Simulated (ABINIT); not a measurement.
# ZnS (F-43m) in ABINIT: further runs, part 2 of 2

ABINIT 10.8.3 (patched build). Earlier steps stand in the parts before.

## Step 5: Equation of state, PBE+D3

Contents of run.abi:

```
ndtset 7
getwfk -1
scalecart1 3*0.9795861087
scalecart2 3*0.9864848297
scalecart3 3*0.9932883884
scalecart4 3*1.0000000000
scalecart5 3*1.0066227096
scalecart6 3*1.0131594038
scalecart7 3*1.0196128224

pp_dirpath "./"
pseudos "Zn.GGA_PBE-JTH.xml, S.GGA_PBE-JTH.xml"

acell 3.8212050455 3.8212050455 3.8212050455 Angstrom
rprim
     0.0000000000     0.7071067812     0.7071067812
     0.7071067812     0.0000000000     0.7071067812
     0.7071067812     0.7071067812     0.0000000000
ntypat 2
znucl 30 16
natom 2
typat 1 2
xred
     0.7500000000     0.7500000000     0.7500000000
     0.0000000000     0.0000000000     0.0000000000

ecut 20.0
pawecutdg 40.0

kptopt 1
ngkpt 9 9 9
nshiftk 1
shiftk 0.0 0.0 0.0

ixc 11
vdw_xc 6

nband 13
occopt 3
tsmear 0.00183747

nstep 100
tolvrs 1.0e-9

iomode 3
prtwf 1
prtden 0
prteig 0
prtebands 0
enunit 1
```

Potentials or basis: JTH PAW PBE v2.0.

On the command line:

```
$ abinit run.abi > log 2>&1
```

run.abo:

```text
.Version 10.8.3 of ABINIT
 DATASET    1 : space group F-4 3 m (#216); Bravais cF (face-center cubic)
================================================================================
 Values of the parameters that define the memory need for DATASET  1.
     intxc =       0    ionmov =       0      iscf =      17    lmnmax =      18
     lnmax =       6     mgfft =      30  mpssoang =       3    mqgrid =    3001
     natom =       2  nloc_mem =       2    nspden =       1   nspinor =       1
    nsppol =       1      nsym =      24    n1xccc =       1    ntypat =       2
    occopt =       3   xclevel =       2
       mpw =        1083          nfft =       27000          nkpt =          35
 PAW method is used; the additional fine FFT grid is defined by:
   mgfftf=        45    nfftf =     91125
================================================================================
================================================================================
[... 71 lines left out ...]
 DATASET    7 : space group F-4 3 m (#216); Bravais cF (face-center cubic)
================================================================================
 Values of the parameters that define the memory need for DATASET  7.
     intxc =       0    ionmov =       0      iscf =      17    lmnmax =      18
     lnmax =       6     mgfft =      30  mpssoang =       3    mqgrid =    3001
     natom =       2  nloc_mem =       2    nspden =       1   nspinor =       1
    nsppol =       1      nsym =      24    n1xccc =       1    ntypat =       2
    occopt =       3   xclevel =       2
       mpw =        1222          nfft =       27000          nkpt =          35
 PAW method is used; the additional fine FFT grid is defined by:
   mgfftf=        45    nfftf =     91125
================================================================================
================================================================================

--------------------------------------------------------------------------------
------------- Echo of variables that govern the present computation ------------
--------------------------------------------------------------------------------
 -outvars: echo values of preprocessed input variables --------
            acell      7.2210310069E+00  7.2210310069E+00  7.2210310069E+00 Bohr
              amu      6.53900000E+01  3.20660000E+01
             ecut      2.00000000E+01 Hartree
           enunit           1
           getwfk          -1
              ixc          11
           jdtset        1    2    3    4    5    6    7
[... 143 lines left out ...]
 Shapefunction is SIN type: shapef(r)=[sin(pi*r/rshp)/(pi*r/rshp)]**2
 Radius for shape functions =  1.40128485
 Compensation charge density is not taken into account in XC energy/potential

   2.06649828E+02                                ecore*ucvol(ha*bohr**3)
--------------------------------------------------------------------------------

[... 1342 lines left out ...]
-Cartesian components of stress tensor (GPa)         [Pressure= -5.2617E+00 GPa]
- sigma(1 1)=  5.26174050E+00  sigma(3 2)=  0.00000000E+00
- sigma(2 2)=  5.26174050E+00  sigma(3 1)=  0.00000000E+00
- sigma(3 3)=  5.26174050E+00  sigma(2 1)=  0.00000000E+00

== END DATASET(S) ==============================================================
================================================================================

 -outvars: echo values of variables after computation  --------
            acell      7.2210310069E+00  7.2210310069E+00  7.2210310069E+00 Bohr
           etotal1    -7.4713881404E+01
           etotal2    -7.4714477969E+01
           etotal3    -7.4714734130E+01
           etotal4    -7.4714688090E+01
           etotal5    -7.4714367838E+01
           etotal6    -7.4713808904E+01
           etotal7    -7.4713033912E+01
            fcart1     6.7291826832E-30  2.8032714931E-46 -6.7291826832E-30
                      -6.7291826832E-30 -2.8032714931E-46  6.7291826832E-30
            fcart2     1.2528982354E-30 -4.1763274513E-31 -4.1763274513E-31
                      -1.2528982354E-30  4.1763274513E-31  4.1763274513E-31
            fcart3    -6.6363545133E-30 -6.6363545133E-30  1.9909063540E-29
                       6.6363545133E-30  6.6363545133E-30 -1.9909063540E-29
            fcart4    -3.2959069397E-30 -1.6479534698E-30  6.5918138793E-30
                       3.2959069397E-30  1.6479534698E-30 -6.5918138793E-30
            fcart5    -0.0000000000E+00 -9.8226681404E-30 -0.0000000000E+00
                      -0.0000000000E+00  9.8226681404E-30 -0.0000000000E+00
[... 38 lines left out ...]
                       0.0000000000E+00  0.0000000000E+00  0.0000000000E+00
           xangst1     3.9702624986E+00  3.9702624986E+00  3.9702624986E+00
                       0.0000000000E+00  0.0000000000E+00  0.0000000000E+00
           xangst2     3.9982230148E+00  3.9982230148E+00  3.9982230148E+00
                       0.0000000000E+00  0.0000000000E+00  0.0000000000E+00
           xangst3     4.0257978382E+00  4.0257978382E+00  4.0257978382E+00
                       0.0000000000E+00  0.0000000000E+00  0.0000000000E+00
           xangst4     4.0530000000E+00  4.0530000000E+00  4.0530000000E+00
                       0.0000000000E+00  0.0000000000E+00  0.0000000000E+00
           xangst5     4.0798418421E+00  4.0798418421E+00  4.0798418421E+00
                       0.0000000000E+00  0.0000000000E+00  0.0000000000E+00
           xangst6     4.1063350636E+00  4.1063350636E+00  4.1063350636E+00
                       0.0000000000E+00  0.0000000000E+00  0.0000000000E+00
           xangst7     4.1324907692E+00  4.1324907692E+00  4.1324907692E+00
                       0.0000000000E+00  0.0000000000E+00  0.0000000000E+00
             xred      7.5000000000E-01  7.5000000000E-01  7.5000000000E-01
                       0.0000000000E+00  0.0000000000E+00  0.0000000000E+00
 Calculation completed.
```

It took 2.4 min on 1 thread of Intel Xeon 6975P-C (Granite Rapids), shared host; peak memory 0.15 GiB.

Results:

| Item | Value |
| --- | --- |
| Equilibrium volume | 19.46 Å³/atom |
| Bulk modulus | 80 GPa |
| Pressure derivative of the bulk modulus | 4.7 |

Energy against volume, from the lowest point:
```
volume (Å³/atom)  energy (meV/atom)
          18.543              11.60
          18.938               3.49
          19.332               0.00
          19.727               0.63
          20.121               4.98
          20.516              12.59
          20.910              23.13
```

Caveat: the cutoff is too short for stress, so the log's stress isn't used; pressures at fixed basis lie under the slope of the energies.

## Step 6: Overview

| level | potentials or basis | V0 of scaled cells (Å³/atom) | B0 (GPa) |
| --- | --- | --- | --- |
| revPBE | JTH PAW PBE v2.0 | 20.69 | 64 |
| revPBE+D3 | JTH PAW PBE v2.0 | 19.19 | 84 |
| LDA-PZ | JTH PAW LDA v2.0 | - | - |
| PBE+D3 | JTH PAW PBE v2.0 | 19.46 | 80 |

Alike in all rows: task equation of state; no spin polarisation; cell as given; k mesh 9 × 9 × 9; cutoff (eV) 544; smearing fermi-dirac 0.05 eV.

Caveats: pressures at fixed basis lie under the slope of the energies; the PAW data sets were made with another functional, which shifts forces and pressure a little (some runs); the minimum lies outside the volumes run (some runs).

Total energies depend on the potentials used, so only differences within one code and one set of settings carry meaning.

## Step 7: Against experiment

Step 2. A measured bulk modulus of ZnS is 76.9 GPa (quoted in “Electronic, vibrational, and thermodynamic properties of ZnS (zincblende and rocksalt structure)”, 2009, arxiv:0911.5022); the calculated 64 GPa misses it by -16.4 %. The fit is for a static lattice scaled at fixed shape and fixed fractional positions.

Step 3. Measured bulk modulus of ZnS: 76.9 GPa (quoted in “Electronic, vibrational, and thermodynamic properties of ZnS (zincblende and rocksalt structure)”, 2009, arxiv:0911.5022). This calculation gives 84 GPa (+8.9 %). The fit is for a static lattice scaled at fixed shape and fixed fractional positions.

Step 5. Against the measured bulk modulus of ZnS, 76.9 GPa (quoted in “Electronic, vibrational, and thermodynamic properties of ZnS (zincblende and rocksalt structure)”, 2009, arxiv:0911.5022), the calculated 80 GPa is off by +3.5 %. The fit is for a static lattice scaled at fixed shape and fixed fractional positions.
